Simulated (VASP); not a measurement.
# Li (Im-3m) in VASP: notebook

One crystal, Li, is run at these levels: PBE; tasks: single point.

Everything below comes from runs of VASP 6.6.1. Logs are shortened: lines on timing, memory, paths and dates and some standing lists are left out, and cuts for length are marked.

## Step 1: Starting point

Symmetry: Im-3m, No. 229, cubic system. Conventional cell: a = 3.509 Å, b = 3.509 Å, c = 3.509 Å, α = 90.00°, β = 90.00°, γ = 90.00°. Around Li (site symmetry m-3m) lie 8 Li at 3.04 Å.

## Step 2: Single point, PBE

INCAR reads:

```
SYSTEM = Li
PREC = Accurate ; ENCUT = 520
EDIFF = 1E-6 ; ISMEAR = 0
SIGMA = 0.05 ; LREAL = .FALSE.
LASPH = .TRUE. ; NELM = 100
ALGO = Fast ; ISIF = 2
LWAVE = .FALSE. ; LCHARG = .FALSE.
GGA = PE ; NBANDS = 8
```

KPOINTS reads:

```
regular mesh
0
G
  8 8 8
  0 0 0
```

POSCAR reads:

```
Li
1.0
   -1.7546500000      1.7546500000      1.7546500000
    1.7546500000     -1.7546500000      1.7546500000
    1.7546500000      1.7546500000     -1.7546500000
Li
1
Direct
    0.0000000000      0.0000000000      0.0000000000
```

Potentials or basis: VASP PAW PBE potentials, release 64 (Li_sv).

Started as:

```console
$ cat potpaw_PBE.64/Li_sv/POTCAR > POTCAR
$ mpirun -np 1 vasp_std > vasp.out
```

OUTCAR:

```text
SYSTEM = Li
   PREC = Accurate
   ENCUT = 520
   EDIFF = 1E-6
   ISMEAR = 0
   LREAL = .FALSE.
   LASPH = .TRUE.
   NELM = 100
   ISIF = 2
   GGA = PE

 ion  position               nearest neighbor table
   1  0.000  0.000  0.000-

  LATTYP: Found a body centered cubic cell.
 ALAT       =     3.5093000000

  Lattice vectors:

 A1 = (  -1.7546500000,   1.7546500000,   1.7546500000)
 A2 = (   1.7546500000,  -1.7546500000,   1.7546500000)
 A3 = (   1.7546500000,   1.7546500000,  -1.7546500000)

Analysis of symmetry for initial positions (statically):
=====================================================================
 Subroutine PRICEL returns:
 Original cell was already a primitive cell.

 Routine SETGRP: Setting up the symmetry group for a
 body centered cubic supercell.

 Subroutine GETGRP returns: Found 48 space group operations
 (whereof 48 operations were pure point group operations)
 out of a pool of 48 trial point group operations.

The static configuration has the point symmetry O_h .

Analysis of symmetry for dynamics (positions and initial velocities):
=====================================================================
 Subroutine PRICEL returns:
 Original cell was already a primitive cell.

 Routine SETGRP: Setting up the symmetry group for a
 body centered cubic supercell.

 Subroutine GETGRP returns: Found 48 space group operations
 (whereof 48 operations were pure point group operations)
 out of a pool of 48 trial point group operations.

The dynamic configuration has the point symmetry O_h .

 Subroutine INISYM returns: Found 48 space group operations
 (whereof 48 operations are pure point group operations),
 and found     1 'primitive' translations

----------------------------------------------------------------------------------------

                                     Primitive cell

  volume of cell :      21.6088

  direct lattice vectors                    reciprocal lattice vectors
    -1.754650000  1.754650000  1.754650000     0.000000000  0.284957114  0.284957114
     1.754650000 -1.754650000  1.754650000     0.284957114  0.000000000  0.284957114
     1.754650000  1.754650000 -1.754650000     0.284957114  0.284957114  0.000000000

  length of vectors
     3.039142950  3.039142950  3.039142950     0.402990215  0.402990215  0.402990215

  position of ions in fractional coordinates (direct lattice)
     0.000000000  0.000000000  0.000000000

  ion indices of the primitive-cell ions
   primitive index   ion index
                 1           1

----------------------------------------------------------------------------------------

 KPOINTS: regular mesh

Automatic generation of k-mesh.
 Grid dimensions read from file:
 generate k-points for:    8    8    8

 Generating k-lattice:

  Cartesian coordinates                     Fractional coordinates (reciprocal lattice)
     0.000000000  0.035619639  0.035619639     0.125000000  0.000000000  0.000000000
     0.035619639  0.000000000  0.035619639     0.000000000  0.125000000  0.000000000
     0.035619639  0.035619639  0.000000000     0.000000000  0.000000000  0.125000000

  Length of vectors
     0.050373777  0.050373777  0.050373777

  Shift w.r.t. Gamma in fractional coordinates (k-lattice)
     0.000000000  0.000000000  0.000000000

 Subroutine IBZKPT returns following result:
 ===========================================

 Found     29 irreducible k-points:

 Following reciprocal coordinates:
            Coordinates               Weight
  0.000000  0.000000  0.000000      1.000000
  0.125000  0.000000  0.000000     12.000000
  0.250000  0.000000  0.000000     12.000000
  0.375000  0.000000  0.000000     12.000000
  0.500000  0.000000  0.000000      6.000000
  0.125000  0.125000  0.000000     24.000000
[... 16 lines left out ...]
 -0.250000  0.250000  0.250000      6.000000
 -0.375000  0.375000  0.250000     24.000000
 [... further k-points ...]
   k-points           NKPTS =     29   k-points in BZ     NKDIM =     29   number of bands    NBANDS=      8
   number of dos      NEDOS =    301   number of ions     NIONS =      1
   total plane-waves  NPLWV =  13824
   dimension x,y,z NGX =    24 NGY =   24 NGZ =   24
   dimension x,y,z NGXF=    48 NGYF=   48 NGZF=   48
   ions per type =               1
   NGX,Y,Z   is equivalent  to a cutoff of  13.13, 13.13, 13.13 a.u.
   NGXF,Y,Z  is equivalent  to a cutoff of  26.26, 26.26, 26.26 a.u.
 SYSTEM =  Li
   PREC   = accura    normal or accurate (medium, high low for compatibility)
   ISTART =      0    job   : 0-new  1-cont  2-samecut
   ICHARG =      2    charge: 1-file 2-atom 10-const
   ISPIN  =      1    spin polarized calculation?
   LNONCOLLINEAR =      F non collinear calculations
   LSORBIT =      F    spin-orbit coupling
   LASPH  =      T    aspherical Exc in radial PAW
   ENCUT  =  520.0 eV  38.22 Ry    6.18 a.u.   5.65  5.65  5.65*2*pi/ulx,y,z
   NELM   =    100;   NELMIN=  2; NELMDL= -5     # of ELM steps
   EDIFF  = 0.1E-05   stopping-criterion for ELM
   LREAL  =      F    real-space projection
   EDIFFG = 0.1E-04   stopping-criterion for IOM
   NSW    =      0    number of steps for IOM
   IBRION =     -1    ionic relax: 0-MD 1-quasi-New 2-CG
   NFREE  =      0    steps in history (QN), initial steepest desc. (CG)
   ISIF   =      2    stress and relaxation
   ISYM   =      2    0-nonsym 1-usesym 2-fastsym
   POTIM  = 0.5000    time-step for ionic-motion
   TEBEG  =    0.0;   TEEND  =   0.0 temperature during run
   PSTRESS=    0.0 pullay stress
   NELECT =       3.0000    total number of electrons
   NUPDOWN=      -1.0000    fix difference up-down
   EMIN   =  10.00;   EMAX   =-10.00  energy-range for DOS
   EFERMI =   0.00;   METHOD = LEGACY
   ISMEAR =     0;   SIGMA  =   0.05  broadening in eV -4-tet -1-fermi 0-gaus
   EFERMI_NEDOS =   21; number of points for ismear=-14 and -15
   IALGO  =     68    algorithm
   IMIX   =      4    mixing-type and parameters
     AMIX     =   0.40;   BMIX     =  1.00
     AMIX_MAG =   1.60;   BMIX_MAG =  1.00
  volume/ion in A,a.u.               =      21.61       145.82
  Fermi-wavevector in a.u.,A,eV,Ry     =   0.847692  1.601906  9.776898  0.718582
  Thomas-Fermi vector in A             =   1.963238
   LORBIT       =      0    0 simple, 1 ext, 2 COOP (PROOUT), +10 PAW based schemes
   GGA     = PE    functional components
   LHFCALC =     F    Hartree Fock is set to
   AEXX    =    0.0000 exact exchange contribution
   IVDW    =     0    specifies the selected vdW correction
   LEPSILON=     F    determine dielectric tensor
   LRPA    =     F    only Hartree local field effects (RPA)
 non-spin polarized calculation
 RMM-DIIS sequential band-by-band and
 Gauss-broadening in eV      SIGMA  =   0.05
  energy-cutoff  :      520.00
  volume of cell :       21.61
 maximum number of plane-waves:       603
   NGX = 11   NGY = 11   NGZ = 11

 number of electron       2.9999991 magnetization

 Free energy of the ion-electron system (eV)
  ---------------------------------------------------
  ext. energy  EPLUGINS =         0.00000000
  ---------------------------------------------------
  free energy    TOTEN  =        -1.88995720 eV

  energy without entropy =       -1.88838964  energy(sigma->0) =       -1.88917342

 E-fermi :   0.5124     XC(G=0):  -6.8905

 val. band max:        0.4179993019   @ k =   0.2500   0.2500   0.0000
 cond. band min:       0.5493455460   @ k =   0.3750   0.1250   0.0000
 fundamental gap:      0.1313462441
 Fermi energy:         0.5123570689

 k-point     1 :       0.0000    0.0000    0.0000
  band No.  band energies     occupation
      1     -46.1899      2.00000
      2      -3.0246      2.00000
      3      14.4008      0.00000
      4      14.4008      0.00000
      5      14.4009      0.00000
      6      19.0439      0.00000
      7      19.0439      0.00000
      8      19.0440      0.00000

 k-point     2 :       0.1250    0.0000    0.0000
  band No.  band energies     occupation
      1     -46.1876      2.00000
      2      -2.7355      2.00000
      3      12.5345      0.00000
      4      13.2832      0.00000
      5      13.9349      0.00000
      6      16.9374      0.00000
      7      16.9420      0.00000
      8      18.9019      0.00000

 k-point     3 :       0.2500    0.0000    0.0000
  band No.  band energies     occupation
      1     -46.1823      2.00000
      2      -1.8701      2.00000
      3       8.7663      0.00000
      4      11.7355      0.00000
      5      12.9201      0.00000
      6      15.0652      0.00000
      7      16.4332      0.00000
      8      19.3236      0.00000

 k-point     4 :       0.3750    0.0000    0.0000
  band No.  band energies     occupation
      1     -46.1770      2.00000
      2      -0.4771      2.00000
      3       5.3754      0.00000
      4      10.7123      0.00000
      5      12.0904      0.00000
      6      13.9293      0.00000
      7      16.6006      0.00000
      8      20.7838      0.00000

 k-point     5 :       0.5000    0.0000    0.0000
  band No.  band energies     occupation
      1     -46.1749      2.00000
      2       0.7103      0.00000
      3       3.5027      0.00000
      4      10.3628      0.00000
      5      11.7891      0.00000
      6      13.5500      0.00000
      7      16.7675      0.00000
      8      22.1007      0.00000
[... 177 lines left out ...]
 k-point    22 :       0.2500    0.2500    0.2500
  band No.  band energies     occupation
      1     -46.1735      2.00000
      2       3.7150      0.00000
      3       3.7150      0.00000
      4       3.7150      0.00000
      5       8.3474      0.00000
      6      23.0377      0.00000
      7      23.0377      0.00000
      8      23.0378      0.00000

 k-point    23 :      -0.2500    0.2500    0.2500
  band No.  band energies     occupation
      1     -46.1760      2.00000
      2      -0.6747      2.00000
      3       8.6337      0.00000
      4       8.6338      0.00000
      5      10.9978      0.00000
      6      12.5185      0.00000
      7      20.4077      0.00000
      8      20.4080      0.00000

 k-point    24 :      -0.3750    0.3750    0.2500
  band No.  band energies     occupation
      1     -46.1715      2.00000
      2       0.7913      0.00000
      3       6.1036      0.00000
      4       7.5581      0.00000
      5      10.8421      0.00000
      6      12.6965      0.00000
      7      17.0052      0.00000
      8      20.0139      0.00000

 [... further k-points ...]

------------------------ aborting loop because EDIFF is reached ----------------------------------------

  FORCE on cell =-STRESS in cart. coord.  units (eV):
  Direction    XX          YY          ZZ          XY          YZ          ZX
  --------------------------------------------------------------------------------------
  -------------------------------------------------------------------------------------
  Total       -0.1082795     -0.1082795     -0.1082795     -0.0000000      0.0000000     -0.0000000
  in kB       -8.0283308     -8.0283308     -8.0283308     -0.0000000      0.0000000     -0.0000000
  external PRESSURE =      -8.0283308 kB  Pullay stress =       0.0000000 kB

 VOLUME and BASIS-vectors are now :
 -----------------------------------------------------------------------------
  energy-cutoff  :      520.00
  volume of cell :       21.61
      direct lattice vectors                 reciprocal lattice vectors
    -1.754650000  1.754650000  1.754650000     0.000000000  0.284957114  0.284957114
     1.754650000 -1.754650000  1.754650000     0.284957114  0.000000000  0.284957114
     1.754650000  1.754650000 -1.754650000     0.284957114  0.284957114  0.000000000

 POSITION                                       TOTAL-FORCE (eV/Angst)
 -----------------------------------------------------------------------------------
      0.00000      0.00000      0.00000        -0.000000      0.000000      0.000000
 -----------------------------------------------------------------------------------
    total drift:                                0.000000      0.000000     -0.000000

  FREE ENERGIE OF THE ION-ELECTRON SYSTEM (eV)
  ---------------------------------------------------
  free  energy   TOTEN  =        -1.8899572038 eV

  energy  without entropy=       -1.8883896376  energy(sigma->0) =       -1.88917342
```

Wall time 4.2 s (1 thread of Intel Xeon Platinum 8259CL at 2.50GHz (Skylake/Cascade Lake), shared host); peak memory 0.12 GiB.

What came out:

```yaml
Free_energy: -1.8900 eV
Band_gap_on_the_k_mesh: none (metal or under the smearing width)
```

Levels at points of the mesh, in eV from the Fermi level:
| k point | band 1 | band 2 | band 3 | band 4 | band 5 |
| --- | --- | --- | --- | --- | --- |
| (0.00, 0.00, 0.00) | -46.70 | -3.54 | 13.89 | 13.89 | 13.89 |
| (0.50, 0.00, 0.00) | -46.69 | 0.20 | 2.99 | 9.85 | 11.28 |
| (0.50, 0.50, 0.50) | -46.68 | 5.23 | 5.23 | 5.23 | 7.43 |

Caveat: the cutoff is under 1.25 times the usual one of these potentials, so pressure, stress and relaxed cells hold a basis-set (Pulay) error.

## Step 3: Single point, PBE

This run uses another cell than the first one, of 20.38 Å³/atom, 0.943 times its volume.

INCAR reads:

```
SYSTEM = Li
ALGO = Normal
EDIFF = 1E-7
ENCUT = 520
GGA = PE
ISIF = 2
ISMEAR = 0
LASPH = .TRUE.
LCHARG = .FALSE.
LREAL = .FALSE.
LWAVE = .FALSE.
NBANDS = 8
NELM = 100
PREC = Accurate
SIGMA = 0.05
```

KPOINTS reads:

```
k-points
0
G
  8 8 8
  0 0 0
```

POSCAR reads:

```
Li
1.0
   -1.7207935233      1.7207935233      1.7207935233
    1.7207935233     -1.7207935233      1.7207935233
    1.7207935233      1.7207935233     -1.7207935233
Li
1
Direct
    0.0000000000      0.0000000000      0.0000000000
```

Potentials or basis: VASP PAW PBE potentials, release 64 (Li_sv).

Started as:

```console
$ cat potpaw_PBE.64/Li_sv/POTCAR > POTCAR
$ mpirun -np 1 vasp_std > vasp.out
```

Run time: 3.1 s. Hardware: 1 thread of Intel Xeon Platinum 8259CL at 2.50GHz (Skylake/Cascade Lake), shared host; peak memory 0.12 GiB.

The run converged. Its results:

| Quantity | Value |
| --- | --- |
| Free energy | -1.8927 eV |
| Band gap on the k mesh | none (metal or under the smearing width) |

Levels at points of the mesh, in eV from the Fermi level:
```tsv
k point	band 1	band 2	band 3	band 4	band 5	band 6
(0.00, 0.00, 0.00)	-46.60	-3.61	14.49	14.49	14.49	19.25
(0.50, 0.00, 0.00)	-46.58	0.19	3.18	10.26	11.73	13.53
(0.50, 0.50, 0.50)	-46.56	5.44	5.44	5.44	7.69	7.69
```

Caveat: the cutoff is under 1.25 times the usual one of these potentials, so pressure, stress and relaxed cells hold a basis-set (Pulay) error.
